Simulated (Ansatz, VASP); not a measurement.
**Ba in VASP and in Ansatz**

The input INCAR:

```
SYSTEM = Ba
ALGO = Normal ; EDIFF = 1E-6
ENCUT = 520 ; GGA = PE
ISIF = 2 ; ISMEAR = 0
LASPH = .True. ; LCHARG = .False.
LREAL = .False. ; LWAVE = .False.
NBANDS = 50 ; NELM = 60
PREC = Accurate ; SIGMA = 0.1
```

KPOINTS

```
k-points
0
Gamma
  2 2 2
  0 0 0
```

File POSCAR:

```
Ba
1.0
    8.0774324986      0.0000000000      0.0000000000
    0.0000000000      8.0774324986      0.0000000000
    0.0000000000      0.0000000000      8.0774324986
Ba
8
Direct
    0.5000000000      0.5000000000      0.5000000000
    0.0000000000      0.0000000000      0.0000000000
    0.2500000000      0.0000000000      0.5000000000
    0.5000000000      0.2500000000      0.0000000000
    0.5000000000      0.7500000000      0.0000000000
    0.7500000000      0.0000000000      0.5000000000
    0.0000000000      0.5000000000      0.7500000000
    0.0000000000      0.5000000000      0.2500000000
```

Input for Ansatz:

```yaml
crystal:
  lattice:
    - [8.0774324986, 0.0, 0.0]
    - [0.0, 8.0774324986, 0.0]
    - [0.0, 0.0, 8.0774324986]
  atoms:
    - { symbol: Ba, position: [0.5, 0.5, 0.5] }
    - { symbol: Ba, position: [0.0, 0.0, 0.0] }
    - { symbol: Ba, position: [0.25, 0.0, 0.5] }
    - { symbol: Ba, position: [0.5, 0.25, 0.0] }
    - { symbol: Ba, position: [0.5, 0.75, 0.0] }
    - { symbol: Ba, position: [0.75, 0.0, 0.5] }
    - { symbol: Ba, position: [0.0, 0.5, 0.75] }
    - { symbol: Ba, position: [0.0, 0.5, 0.25] }
basis:
  ecutwfc: 420
kpoints:
  mp_grid: { grid: [2, 2, 2] }
hamiltonian:
  xc: pbe
scf:
  occupations: { method: gaussian, width: 0.1 }
  lower_state_search: "off"
output:
  forces: true
  stress: true
  eigenvalues: true
```

Alike in both runs: task single point; functional PBE; k mesh 2 × 2 × 2; occupations gaussian, width 0.1 eV; no spin polarisation.

|  | VASP | Ansatz |
| --- | --- | --- |
| version | VASP 6.6.1 | Ansatz 0.2.0 |
| potentials or method | VASP PAW PBE potentials, release 64 (Ba_sv) | scalar-relativistic, plane waves, PAW |
| plane-wave cutoff (eV) | 520 | 420 |
| valence electrons in the cell | 80 | 80 |

|  | VASP | Ansatz | Ansatz less VASP |
| --- | --- | --- | --- |
| gap on the k mesh at the Fermi level (eV) | none | none | - |
| pressure (GPa) | -0.3 | -0.4 | -0.04 |

A gap of «none» marks a metal or a gap that the smearing closes. With one functional, cell and mesh, what is left measures potentials, basis and numerics.

Caveats: the k mesh is coarse (spacing up to 0.39 Å⁻¹), so the values aren't converged. Spin-orbit coupling is left out, which matters for the levels of Ba.
